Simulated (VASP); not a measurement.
# Sb (Fm-3m) in VASP: further runs, part 3 of 3

VASP 6.6.1.

**6. Single point, r2SCAN**

INCAR

```
SYSTEM = Sb
  PREC = Accurate
  ENCUT = 350
  EDIFF = 1E-6
  ISMEAR = 0
  SIGMA = 0.05
  LREAL = .FALSE.
  LASPH = .TRUE.
  NELM = 100
  ALGO = Normal
  ISIF = 2
  LWAVE = .FALSE.
  LCHARG = .FALSE.
  METAGGA = R2SCAN
  LMIXTAU = .TRUE.
  NBANDS = 8
  ADDGRID = .FALSE.
```

KPOINTS

```
regular mesh
0
G
  5 5 5
  0 0 0
```

POSCAR

```
Sb
1.0
    0.0000000000      2.3712425216      2.3712425216
    2.3712425216      0.0000000000      2.3712425216
    2.3712425216      2.3712425216      0.0000000000
Sb
1
Direct
    0.0000000000      0.0000000000      0.0000000000
```

Potentials or basis: VASP PAW PBE potentials, release 64 (Sb).

Launch:

```console
> cat potpaw_PBE.64/Sb/POTCAR > POTCAR
> mpirun -np 1 vasp_std > vasp.out
```

OUTCAR:

```text
SYSTEM = Sb
   PREC = Accurate
   ENCUT = 350
   EDIFF = 1E-6
   ISMEAR = 0
   LREAL = .FALSE.
   LASPH = .TRUE.
   NELM = 100
   ISIF = 2
   METAGGA = R2SCAN

 Found     10 irreducible k-points:

 Following reciprocal coordinates:
            Coordinates               Weight
  0.000000  0.000000  0.000000      1.000000
  0.200000  0.000000  0.000000      8.000000
  0.400000  0.000000  0.000000      8.000000
  0.200000  0.200000  0.000000      6.000000
  0.400000  0.200000  0.000000     24.000000
 -0.400000  0.200000  0.000000     24.000000
   k-points           NKPTS =     10   k-points in BZ     NKDIM =     10   number of bands    NBANDS=      8
   number of dos      NEDOS =    301   number of ions     NIONS =      1
   total plane-waves  NPLWV =   8000
   dimension x,y,z NGX =    20 NGY =   20 NGZ =   20
   dimension x,y,z NGXF=    40 NGYF=   40 NGZF=   40
   ions per type =               1
   NGX,Y,Z   is equivalent  to a cutoff of   9.91,  9.91,  9.91 a.u.
   NGXF,Y,Z  is equivalent  to a cutoff of  19.83, 19.83, 19.83 a.u.
 SYSTEM =  Sb
   PREC   = accura    normal or accurate (medium, high low for compatibility)
   ISTART =      0    job   : 0-new  1-cont  2-samecut
   ICHARG =      2    charge: 1-file 2-atom 10-const
   ISPIN  =      1    spin polarized calculation?
   LNONCOLLINEAR =      F non collinear calculations
   LSORBIT =      F    spin-orbit coupling
   LASPH  =      T    aspherical Exc in radial PAW
   ENCUT  =  350.0 eV  25.72 Ry    5.07 a.u.   5.12  5.12  5.12*2*pi/ulx,y,z
[... 60 lines left out ...]
      2      14.3013      0.00000
      3      14.3013      0.00000
      4      14.3013      0.00000
      5      19.0467      0.00000
      6      19.0467      0.00000
      7      19.0467      0.00000
      8      19.6204      0.00000
[... 45 lines left out ...]
 k-point     6 :      -0.4000    0.2000    0.0000
  band No.  band energies     occupation
      1      -0.4663      2.00000
      2       3.3207      2.00000
      3       8.1987      2.00000
      4      11.3301      0.00000
      5      15.5367      0.00000
      6      20.4242      0.00000
      7      20.8166      0.00000
      8      24.0296      0.00000

 [... further k-points ...]

------------------------ aborting loop because EDIFF is reached ----------------------------------------

  FORCE on cell =-STRESS in cart. coord.  units (eV):
  Direction    XX          YY          ZZ          XY          YZ          ZX
  --------------------------------------------------------------------------------------
  -------------------------------------------------------------------------------------
  Total        0.2121389      0.2121389      0.2121389     -0.0000000      0.0000000     -0.0000000
  in kB       12.7459706     12.7459706     12.7459706     -0.0000000      0.0000000     -0.0000000
  external PRESSURE =      12.7459706 kB  Pullay stress =       0.0000000 kB

 VOLUME and BASIS-vectors are now :
 -----------------------------------------------------------------------------
  energy-cutoff  :      350.00
  volume of cell :       26.67
      direct lattice vectors                 reciprocal lattice vectors
     0.000000000  2.371242522  2.371242522    -0.210859916  0.210859916  0.210859916
     2.371242522  0.000000000  2.371242522     0.210859916 -0.210859916  0.210859916
     2.371242522  2.371242522  0.000000000     0.210859916  0.210859916 -0.210859916

 POSITION                                       TOTAL-FORCE (eV/Angst)
 -----------------------------------------------------------------------------------
      0.00000      0.00000      0.00000        -0.000000      0.000000     -0.000000
 -----------------------------------------------------------------------------------
    total drift:                                0.000000      0.000000      0.000000

  FREE ENERGIE OF THE ION-ELECTRON SYSTEM (eV)
  ---------------------------------------------------
  free  energy   TOTEN  =       -25.1639263737 eV

  energy  without entropy=      -25.1594304533  energy(sigma->0) =      -25.16167841
```

It took 15 s on 1 thread of Intel Xeon Platinum 8559C (Emerald Rapids), shared host; peak memory 0.12 GiB.

These settings aren't checked as converged: the numbers below hold their error.

What came out:

| Property | Result |
| --- | --- |
| Free energy | -25.1639 eV |
| Pressure | 1.3 GPa |
| Band gap on the k mesh | none (metal or under the smearing width) |

Caveat: the k mesh is coarse (spacing up to 0.46 Å⁻¹), so the values aren't converged; the PAW data sets were made with another functional, which shifts forces and pressure a little.

**7. The reference run**

An earlier run on the cell as given: functional PBEsol; potentials or basis VASP PAW PBE potentials, release 64 (Sb); cutoff 520 eV; k mesh 10 × 10 × 10; occupations fermi-dirac, width 0.05 eV; no spin polarisation.

- Pressure: -1.2 GPa
- Band gap on the k mesh: none (metal or under the smearing width)
